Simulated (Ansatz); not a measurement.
Results of r²SCAN+SOC (plane waves, PAW; Ansatz, a first-principles code) for LaAlO₃ (R-3c, No. 167; start mp-2920; structure not from a measured cell).

Numerical settings: plane-wave cutoff 560 eV, 8×8×8 k mesh, Fermi–Dirac smearing 0.01 eV, PAW data made under PBE.

Cell (relaxed with PBEsol):

```
CELL_PARAMETERS angstrom
      2.67664     1.54536     4.34955
     -2.67664     1.54536     4.34955
      0.00000    -3.09072     4.34955
ATOMIC_POSITIONS crystal
  La 0.25000 0.25000 0.25000
  La 0.75000 0.75000 0.75000
  Al 0.00000 0.00000 0.00000
  Al 0.50000 0.50000 0.50000
  O  0.78590 0.25000 0.71410
  O  0.21410 0.75000 0.28590
  O  0.71410 0.78590 0.25000
  O  0.28590 0.21410 0.75000
  O  0.25000 0.71410 0.78590
  O  0.75000 0.28590 0.21410
```

### Question
Give the computed band gap.

### Answer

band gap: 4.55 eV (direct)

Note: cell and atoms aren't relaxed at this level (largest force component 0.07 eV/Å, pressure 2.6 GPa); this cell isn't known to be the ambient phase, and symmetry holds it in the calculation.

Static lattice: no zero-point or thermal effects.

A start named mp-… is a Materials Project structure, which need not be a measured phase.
